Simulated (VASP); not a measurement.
Here is a VASP 6.6.1 calculation.

File INCAR:

```
PREC = Accurate
ENCUT = 520
EDIFF = 1E-6
ISMEAR = -1
SIGMA = 0.02
LREAL = False
LASPH = True
NELM = 80
ALGO = Normal
ISIF = 2
LWAVE = False
LCHARG = False
LNONCOLLINEAR = True
MAGMOM = 0 0 0 0 0 0
LORBIT = 11
LSORBIT = True
GGA_COMPAT = False
GGA = CA
NBANDS = 30
```

Contents of KPOINTS:

```
regular mesh
0
Gamma
  8 8 8
```

The input POSCAR:

```
InAs
1.0
    0.0000000000      3.0290000000      3.0290000000
    3.0290000000      0.0000000000      3.0290000000
    3.0290000000      3.0290000000      0.0000000000
In As
1 1
Direct
    0.0000000000      0.0000000000      0.0000000000
    0.2500000000      0.2500000000      0.2500000000
```

KPOINTS_OPT

```
path GXWKGLUWLK,UX
10
line-mode
reciprocal
 0.0000000000  0.0000000000  0.0000000000  G
 0.5000000000  0.0000000000  0.5000000000  X

 0.5000000000  0.0000000000  0.5000000000  X
 0.5000000000  0.2500000000  0.7500000000  W

 0.5000000000  0.2500000000  0.7500000000  W
 0.3750000000  0.3750000000  0.7500000000  K

 0.3750000000  0.3750000000  0.7500000000  K
 0.0000000000  0.0000000000  0.0000000000  G

 0.0000000000  0.0000000000  0.0000000000  G
 0.5000000000  0.5000000000  0.5000000000  L

 0.5000000000  0.5000000000  0.5000000000  L
 0.6250000000  0.2500000000  0.6250000000  U

 0.6250000000  0.2500000000  0.6250000000  U
 0.5000000000  0.2500000000  0.7500000000  W

 0.5000000000  0.2500000000  0.7500000000  W
 0.5000000000  0.5000000000  0.5000000000  L

 0.5000000000  0.5000000000  0.5000000000  L
 0.3750000000  0.3750000000  0.7500000000  K

 0.6250000000  0.2500000000  0.6250000000  U
 0.5000000000  0.0000000000  0.5000000000  X
```

Potentials or basis: VASP PAW LDA potentials, release 64 (In_d, As).

Launch:

```sh
$ cat potpaw_LDA.64/In_d/POTCAR potpaw_LDA.64/As/POTCAR > POTCAR
$ mpirun -np 1 vasp_ncl > vasp.out
```

Question: What does it give for the pressure?

Answer: -0.8 GPa.

Question: What does it give for the net moment?

Answer: 0.00 μB per cell.

Moments on the atoms (μB; x, y, z):
```
In  0.00 0.00 0.00
As  0.00 0.00 0.00
```
